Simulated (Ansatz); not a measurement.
System: Ga (fcc type), 1 atom in the cell.

All numbers below come from PBE, all-electron LAPW, point nucleus (Ansatz 0.2.0 development build).

k-mesh 4×4×4 Γ-centred; Fermi–Dirac smearing of 0.15 eV; no spin polarisation.

```xyz
1
Lattice="0.0000 2.1179 2.1179 2.1179 0.0000 2.1179 2.1179 2.1179 0.0000" Properties=species:S:1:pos:R:3 pbc="T T T"
Ga    0.0000    0.0000    0.0000
```

Problem. Would the cell expand or shrink if it were free to relax?

Solution. The pressure is 4.93 GPa, so at these settings the cell is compressed and would expand.

The k-mesh is coarse, so these values belong to this mesh and can lie far from the converged ones. This cubic structure is a model: it isn't the usual form of the substance at ambient conditions, and such phases are metastable or hypothetical.
